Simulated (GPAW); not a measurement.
The system is Re.

```xyz
1
Lattice="0.0000 1.9750 1.9750 1.9750 0.0000 1.9750 1.9750 1.9750 0.0000" Properties=species:S:1:pos:R:3 pbc="T T T"
Re    0.0000    0.0000    0.0000
```

This isn't the form of Re at room conditions, which is hcp.

- Program: GPAW 26.7.0
- Task: single point
- Functional: PBE
- Potentials or basis: GPAW PAW data sets (gpaw-data 1.2.1)
- Cutoff: 600 eV
- Basis: pw
- k mesh: 12 × 12 × 12
- Occupations: fermi-dirac, width 0.05 eV
- Spin: no spin polarisation

On this cell: pressure -9.6 GPa; band gap on the k mesh none (metal or under the smearing width).

The same run follows on a disturbed copy (cell strained at random at fixed volume):

```
Re
1.0
    -0.01177    2.02327    1.96577
     1.91022    0.03753    1.91646
     1.98270    2.04645   -0.03495
Re
1
Direct
  0.98654 0.01047 0.01073
```

Q: What does the disturbed cell give?

A: The energy (extrapolated to zero smearing) moves by +41.8 meV/atom; pressure -8.5 GPa; band gap on the k mesh none (metal or under the smearing width).

Stress tensor (GPa, compression positive):
```
 -4.94  -6.51   9.50
 -6.51 -14.43  -1.79
  9.50  -1.79  -6.07
```
